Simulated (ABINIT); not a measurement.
Write the native input for ABINIT 10.8.3 (patched build) that does the following.

```
Task                : equation of state
Functional          : PBE
Potentials or basis : JTH PAW PBE v2.0
Cutoff              : 599 eV
k mesh              : 7 × 7 × 7
Occupations         : fermi-dirac, width 0.05 eV
Spin                : no spin polarisation
Fine-grid cutoff    : 1197.3 eV
```

SnTe:

```xyz
2
Lattice="0.0000 3.1509 3.1509 3.1509 0.0000 3.1509 3.1509 3.1509 0.0000" Properties=species:S:1:pos:R:3 pbc="T T T"
Te    3.1509    3.1509    3.1509
Sn    0.0000    0.0000    0.0000
```

These files were run (other wordings do the same):

run.abi

```
ndtset 7
getwfk -1
scalecart1 3*0.9795861087
scalecart2 3*0.9864848297
scalecart3 3*0.9932883884
scalecart4 3*1.0000000000
scalecart5 3*1.0066227096
scalecart6 3*1.0131594038
scalecart7 3*1.0196128224

pp_dirpath "./"
pseudos "Te.GGA_PBE-JTH.xml, Sn.GGA_PBE-JTH.xml"

acell 4.455974803 4.455974803 4.455974803 Angstrom
rprim
     0.0000000000     0.7071067812     0.7071067812
     0.7071067812     0.0000000000     0.7071067812
     0.7071067812     0.7071067812     0.0000000000
ntypat 2
znucl 52 50
natom 2
typat 1 2
xred
     0.5000000000     0.5000000000     0.5000000000
     0.0000000000     0.0000000000     0.0000000000

ecut 22.0
pawecutdg 44.0
pawxcdev 0

kptopt 1
ngkpt 7 7 7
nshiftk 1
shiftk 0.0 0.0 0.0

ixc 11

nband 14
occopt 3
tsmear 0.05 eV

nstep 100
tolvrs 1.0e-9

iomode 3
prtwf 1
prtden 0
prteig 0
prtebands 0
enunit 1
```

Potentials or basis: JTH PAW PBE v2.0.

The run is started by

```console
$ abinit run.abi > log 2>&1
```

Results of the run:

```
Equilibrium volume                      : 32.83 Å³/atom
Bulk modulus                            : 40 GPa
Pressure derivative of the bulk modulus : 4.9 (rough: it moves with the points fitted)
```

Caveat: pressures at fixed basis lie under the slope of the energies.

It took 110 s on 1 thread of Arm Neoverse V2 (shared host), peak memory 0.17 GiB.
